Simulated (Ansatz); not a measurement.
# Be4Se: from a guess to a relaxed structure, part 2 of 2

Aim: relax a trial structure of Be4Se and see where it ends.

Ansatz 0.2.0; DFT PBE, scalar-relativistic, plane waves, PAW. Earlier steps stand in the parts before.

### Step 4. Final relaxation

The end of the coarse run is made exact in the group found at a tolerance of 0.06 Å and reduced to its primitive cell.

Contents of input.yaml:

```yaml
crystal:
  lattice:
    - [3.9985661251, 0.0, 0.0]
    - [0.0, 3.9985661251, 0.0]
    - [0.0, 0.0, 3.9985661251]
  atoms:
    - { symbol: Be, position: [0.3084111929, 0.3084111929, 0.3084111929] }
    - { symbol: Be, position: [0.6915888071, 0.6915888071, 0.3084111929] }
    - { symbol: Be, position: [0.6915888071, 0.3084111929, 0.6915888071] }
    - { symbol: Be, position: [0.3084111929, 0.6915888071, 0.6915888071] }
    - { symbol: Se, position: [0.0, 0.0, 0.0] }
basis:
  ecutwfc: 420
kpoints:
  mp_grid: { grid: [10, 10, 10] }
hamiltonian:
  xc: pbe
scf:
  occupations: { method: gaussian, width: 0.1 }
output:
  forces: true
  stress: true
  eigenvalues: true
  write_density: true
  write_potential: true
  elf: true
  volumetric_format: npy
relax:
  adjacent_minimum: "off"
  f_tol: 0.01
  max_steps: 80
  cell: { stress_tol: 0.05 }
```

On the command line:

```console
> ansatz run input.yaml --threads 1 --pin off --max-ram 2048MiB --backend cpu --events-out ev --progress --plain --runs-dir out
```

Log (excerpt; [...] marks lines left out):

```text
Warning: RAYON_NUM_THREADS=1 ignored (pool sized by the plan → 1); use --threads N
[...]
Pseudopotentials: kind: paw
Pseudopotential: Be, paw, valence charge 2, recommended cutoff 420 eV (normal), Be.paw.azcp
Pseudopotential: Se, paw, valence charge 16, recommended cutoff 420 eV (normal), Se.paw.azcp
Functional definition: PBE
[...]
Crystal: 5 atoms, lattice volume = 63.931 Å³
Basis set: ecut = 420 eV, 1237 PW (Γ), exchange–correlation on 54×54×54 points (8 copies of the dense FFT grid, shifted against one another)
Bands: 17, of which v1, the nominal top of the filled ones, is band 12 counted from 1 (11 counted from 0)
Symmetry: 24 space group operations
Space group: P-43m (ITA 215), of the structure as read, at distance tolerance 4.0e-5 Å
k-points: 56 of 1000 (time reversal used)
[...]
--- Relaxed structure (2 steps of the walk, 2 accepted, 1 SCFs on fresh bases) ---
  F+E_penalty+E_count = -5838.16137533 eV   max|allowed force component| = 6.347e-3 eV/Å   (the final SCF, on the basis selected at the relaxed cell)
  cell:  # Å, volume = 63.9965 Å³
    - [3.9999277379340343, 1.925929944387236e-34, -6.419766481290786e-35]
    - [-6.419766481290786e-35, 3.9999277379340343, 1.4765462906968807e-33]
    - [-6.419766481290786e-35, 8.9876730738071e-34, 3.9999277379340343]
  atoms:
    - { symbol: Be, position: [0.3086431997957027, 0.3086431997957027, 0.3086431997957027] }
    - { symbol: Be, position: [0.6913568002042974, 0.6913568002042974, 0.3086431997957027] }
    - { symbol: Be, position: [0.6913568002042974, 0.3086431997957027, 0.6913568002042974] }
    - { symbol: Be, position: [0.3086431997957027, 0.6913568002042974, 0.6913568002042974] }
    - { symbol: Se, position: [2.7114774110641857e-20, 5.422954822128349e-21, 5.422954822128323e-21] }
```

Wall time 26 s (1 thread of Arm Neoverse V1, shared host); peak memory 0.37 GiB.

The steps of the relaxation:

| step | energy from step 1 (eV/cell) | largest force component (eV/Å) | pressure (GPa) | volume (Å³) |
| --- | --- | --- | --- | --- |
| 1 | 0.0000 | 0.0266 | 0.13 | 63.93 |
| 2 | -0.0002 | 0.0064 | 0.03 | 64.00 |
| 3 | -0.0002 | 0.0063 | 0.03 | 64.00 |

Step 1 is the start. Step 3 repeats the geometry before it on a plane-wave basis chosen anew for that cell, so its energy need not be comparable with the rows above.

|  | before | after | change |
| --- | --- | --- | --- |
| a (Å) | 3.999 | 4.000 | 0.0 % |
| b (Å) | 3.999 | 4.000 | 0.0 % |
| c (Å) | 3.999 | 4.000 | 0.0 % |
| volume (Å³/atom) | 12.79 | 12.80 | +0.1 % |
| shortest distance (Å) | 2.136 | 2.138 | +0.1 % |
| space group (0.01 Å) | P-43m | P-43m | same |

Forces and stress were held to the start's 24 operations: a distortion of lower symmetry was not tested.

Density in a lattice plane of the grid's cell (edges 4.00 and 4.00 Å, at 0.309 of the third edge), which holds Be.

Values in e/Å³, 12 rows by 12 columns:
```
0.26 0.21 0.16 0.13 0.12 0.12 0.14 0.15 0.18 0.22 0.26 0.28
0.22 0.16 0.12 0.10 0.11 0.13 0.16 0.17 0.18 0.23 0.27 0.26
0.17 0.13 0.10 0.10 0.12 0.16 0.20 0.17 0.11 0.15 0.23 0.22
0.14 0.12 0.11 0.12 0.16 0.20 0.24 0.20 0.09 0.11 0.18 0.18
0.13 0.12 0.13 0.16 0.20 0.25 0.28 0.27 0.20 0.17 0.17 0.15
0.13 0.14 0.16 0.20 0.24 0.28 0.30 0.28 0.24 0.20 0.16 0.14
0.13 0.15 0.17 0.17 0.20 0.27 0.28 0.25 0.20 0.16 0.13 0.12
0.14 0.18 0.18 0.11 0.09 0.20 0.24 0.20 0.16 0.12 0.11 0.12
0.17 0.22 0.23 0.15 0.11 0.17 0.20 0.16 0.12 0.10 0.10 0.13
0.22 0.26 0.27 0.23 0.18 0.17 0.16 0.13 0.11 0.10 0.12 0.16
0.26 0.28 0.26 0.22 0.18 0.15 0.14 0.12 0.12 0.13 0.16 0.21
0.28 0.26 0.22 0.17 0.14 0.13 0.13 0.13 0.14 0.17 0.22 0.26
```
Columns run along the first of these edges and rows up along the second, over one cell in 12 and 12 even steps from the bottom left corner. Atoms in the plane (fractional): Be at (0.31, 0.31), Be at (0.69, 0.69).

ELF in the same plane.

Ten even steps from '0' (0.00) to '9' (0.79):
```
766543333456665555667777
765432223355665545678887
654321122455654323467887
543211123456542000146776
432211224566531000013565
432222345677631000002455
433333456788741000001345
544445667899874200012455
655556678899997532234566
666665567899999876556666
666543223579999887665555
555421000247899876654444
454310000014788765433333
455420000013677654322223
456531000013566542211223
567764100024565432111234
678876432345655422112345
778887654556655332223456
777776655556665433334566
777665444556665544456677
```
Columns run along the first of these edges and rows up along the second, over one cell in 24 and 20 even steps from the bottom left corner. Atoms in the plane (fractional): Be at (0.31, 0.31), Be at (0.69, 0.69).

Both are smooth fields of the valence electrons: close to the nuclei they are not physical.

The highest ELF values outside the cores: 0.89 on the Se–Be line, 1.0 Å from Se; 0.82 between the atoms, 1.6 Å from Be.

### Step 5. Changing settings: mp_grid.grid [8, 8, 8]

Contents of input.yaml:

```yaml
crystal:
  lattice:
    - [3.9999277379, 0.0, 0.0]
    - [0.0, 3.9999277379, 0.0]
    - [0.0, 0.0, 3.9999277379]
  atoms:
    - { symbol: Be, position: [0.3086431998, 0.3086431998, 0.3086431998] }
    - { symbol: Be, position: [0.6913568002, 0.6913568002, 0.3086431998] }
    - { symbol: Be, position: [0.6913568002, 0.3086431998, 0.6913568002] }
    - { symbol: Be, position: [0.3086431998, 0.6913568002, 0.6913568002] }
    - { symbol: Se, position: [0.0, 0.0, 0.0] }
basis:
  ecutwfc: 420
kpoints:
  mp_grid: { grid: [8, 8, 8] }
hamiltonian:
  xc: pbe
scf:
  occupations: { method: gaussian, width: 0.1 }
output:
  forces: true
  eigenvalues: true
  stress: true
```

On the command line:

```console
> ansatz run input.yaml --threads 1 --pin off --max-ram 2048MiB --backend cpu --events-out ev --progress --plain --runs-dir out
```

Log (excerpt; [...] marks lines left out):

```text
Warning: RAYON_NUM_THREADS=1 ignored (pool sized by the plan → 1); use --threads N
[...]
[... 4 set-up lines as earlier in the session ...]
[...]
Crystal: 5 atoms, lattice volume = 63.997 Å³
Basis set: ecut = 420 eV, 1237 PW (Γ), exchange–correlation on 54×54×54 points (8 copies of the dense FFT grid, shifted against one another)
Bands: 17, of which v1, the nominal top of the filled ones, is band 12 counted from 1 (11 counted from 0)
[... 2 set-up lines as earlier in the session ...]
k-points: 35 of 512 (time reversal used)
[...]
SCF converged after 7 iterations
Free energy (F): -5838.164718 eV
[...]
E sigma→0 (E₀):  -5838.158871 eV
Entropy (-TS):   -0.011694 eV (-2.339 meV/atom)
Fermi energy:    6.845977 eV
[...]
--- Forces (eV/Å), atoms counted from 1 ---
  atom   1  Be     0.00395438     0.00395438     0.00395438
  atom   2  Be    -0.00395438    -0.00395438     0.00395438
  atom   3  Be    -0.00395438     0.00395438    -0.00395438
  atom   4  Be     0.00395438    -0.00395438    -0.00395438
  atom   5  Se    -0.00000000     0.00000000     0.00000000
[...]
--- Stress (GPa, compression-positive) ---
        0.007282      -0.000000      -0.000000
        0.000000       0.007282       0.000000
       -0.000000       0.000000       0.007282
  P = ⅓ Tr σ = 0.0073 GPa (0.073 kbar)
--- Band table (eV; the first three rows and the last of 35) ---
  k-point 0: bands = ["-41.3126", "-41.3126", "-41.3126", "-41.3052", "-41.3052", "-7.7539", "0.8459", "2.8942", "2.8942", "2.8942", "5.8134", "5.8134", "9.8710", "9.8710", "9.8710", "9.8779", "13.7405"]
[...]
```

It took 4.5 s on 1 thread of Arm Neoverse V1, shared host; peak memory 0.32 GiB.

```
    run     ending  energy change  pressure (GPa)  gap (eV)  force (eV/Å)  cycles   time
 step 4  converged              0             0.0      0.00          0.01       -   26 s
variant  converged  -0.7 meV/atom             0.0      0.00          0.01       7  4.5 s
```

Changing the k-point mesh moves the energy by -0.7 meV/atom. The energy is not variational in the mesh, so the sign tells nothing.

### Step 6. Outcome

The summary covers parts 1 to 2. Changes of volume or cell count from the first structure of part 1.

```
                              quantity                                                                      value
symmetry at the end (tolerance 0.05 Å)                                                space group P-43m (No. 215)
                     conventional cell  a = 4.000 Å, b = 4.000 Å, c = 4.000 Å, α = 90.00°, β = 90.00°, γ = 90.00°
                                volume                                                              12.80 Å³/atom
              energy over the elements                                                              +0.40 eV/atom
                       gap on the mesh                                                               none (metal)
```

What this shows: The space group P-43m (No. 215) is kept, and the volume per atom shrinks by 68.8 % from the first guess. The formation energy is positive, so the separate elements lie lower. No finished test with a distortion of lower symmetry is shown, so the end may be a saddle point. Spin polarisation is off in the runs that give these values; a magnetic solution could lie lower.
